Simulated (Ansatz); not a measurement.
Surface calculation: zincblende ZnSe (110), 1 layer

The slab is cut from the zincblende crystal, which needn't be the stable phase, as relaxed on PAW files (23.55 Å³/atom), with 16 Å of vacuum and a dipole correction:

```
CELL_PARAMETERS angstrom
4.05363 0.00000 0.00000
0.00000 5.73270 0.00000
0.00000 0.00000 16.00000
ATOMIC_POSITIONS crystal
Zn 0.25000 0.12500 0.50000
Se 0.75000 0.87500 0.50000
```

All numbers are PBE results (scalar-relativistic) from Ansatz 0.2.0, with a Γ-centred 6×5×1 k mesh, Fermi–Dirac smearing of 0.02 eV, no spin polarisation. Methods: LAPW: all electrons, basis error target 1 meV/atom; PAW: frozen-core files, cutoff 420 eV.

The bulk energy comes from a cell in the slab's orientation on a 6×5×6 mesh. The surface energy is (E(slab) − N·E(bulk))/2A at zero smearing, the mean of both faces; thin slabs carry quantum-size effects.

Q: As cut, the LAPW slab lies 1.879 eV above 2 atoms of bulk. What surface energy is that?

A: Over two faces of 23.24 Å² it is 40.4 meV/Å², and times 16.02 J/m² per eV/Å² that gives γ = 0.648 J/m².

```
method  γ as cut (J/m²)
  LAPW            0.648
   PAW            0.649
```

Q: Where do the band edges lie?

A: On the k mesh: gap 0.88 eV, valence top 5.53 eV below the vacuum level.
